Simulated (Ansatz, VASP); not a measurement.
# Sc: VASP beside Ansatz

INCAR

```
SYSTEM = Sc
ALGO = Fast
EDIFF = 1E-6
ENCUT = 520
GGA = PS
ISIF = 2
ISMEAR = 0
LASPH = .True.
LCHARG = .False.
LREAL = .False.
LWAVE = .False.
NBANDS = 18
NELM = 100
PREC = Accurate
SIGMA = 0.15
```

KPOINTS

```
k-points
0
Gamma
  18 18 10
  0 0 0
```

Contents of POSCAR:

```
Sc
1.0
    3.4080618342      0.0000000000      0.0000000000
   -1.7040309171      2.9514681261      0.0000000000
    0.0000000000      0.0000000000      5.2680000000
Sc
2
Direct
    0.3333333333      0.6666666667      0.2500000000
    0.6666666667      0.3333333333      0.7500000000
```

Input for Ansatz:

```yaml
crystal:
  lattice:
    - [3.4080618342, 0.0, 0.0]
    - [-1.7040309171, 2.9514681261, 0.0]
    - [0.0, 0.0, 5.268]
  atoms:
    - { symbol: Sc, position: [0.3333333333, 0.6666666667, 0.25] }
    - { symbol: Sc, position: [0.6666666667, 0.3333333333, 0.75] }
basis:
  ecutwfc: 420
kpoints:
  mp_grid: { grid: [18, 18, 10] }
hamiltonian:
  xc: pbesol
scf:
  occupations: { method: gaussian, width: 0.15 }
output:
  forces: true
  stress: true
  eigenvalues: true
```

Change from the starting cell: strain +0.030 along x and y, +0.000 along z, atoms carried along.

Alike in both runs: task single point; functional PBEsol; k mesh 18 × 18 × 10; occupations gaussian, width 0.15 eV; no spin polarisation.

```csv
,VASP,Ansatz
version,VASP 6.6.1,Ansatz 0.2.0
potentials or method,"VASP PAW PBE potentials, release 64 (Sc_sv)","scalar-relativistic, plane waves, PAW"
plane-wave cutoff (eV),520,420
valence electrons in the cell,22,22
```

```tsv
	VASP	Ansatz	Ansatz less VASP
gap on the k mesh at the Fermi level (eV)	none	none	-
pressure (GPa)	-5.3	-5.3	-0.01
largest component of the traceless stress (GPa)	0.37	0.37	0.000
```

A gap of «none» marks a metal or a gap that the smearing closes.

Caveats: the PAW data sets were made with another functional, which shifts forces and pressure a little (VASP).
